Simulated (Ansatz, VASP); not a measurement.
Two plane-wave programs on AlRu

```
Al Ru
1.0
     3.00359    0.00000    0.00000
     0.00000    3.00359    0.00000
     0.00000    0.00000    3.00359
Al Ru
1 1
Direct
  0.50000 0.50000 0.50000
  0.00000 0.00000 0.00000
```

Change from the starting cell: species swapped into the ScCo type (Pm-3m, No. 221).

Alike in both runs: functional PBE; k mesh 18 × 18 × 18; occupations gaussian, width 0.1 eV; no spin polarisation.

Ansatz relaxed the structure, and its values are those at the end. VASP's run is a single point on that final structure, the one shown.

|  | VASP | Ansatz |
| --- | --- | --- |
| version | VASP 6.6.1 | Ansatz 0.2.0 |
| potentials or method | VASP PAW PBE potentials, release 64 (Al, Ru_pv) | scalar-relativistic, plane waves, PAW |
| plane-wave cutoff (eV) | 520 | 420 |
| valence electrons in the cell | 17 | 19 |

VASP gave:

```
gap on the k mesh at the Fermi level (eV) : none
pressure (GPa)                            : -0.1
```

Q: Estimate Ansatz's values.

A: gap on the k mesh at the Fermi level (eV): none; pressure (GPa): 0.0.

A gap of «none» marks a metal or a gap that the smearing closes. With one functional, cell and mesh, what is left measures potentials, basis and numerics. The two sets of potentials don't hold the same shells in valence.
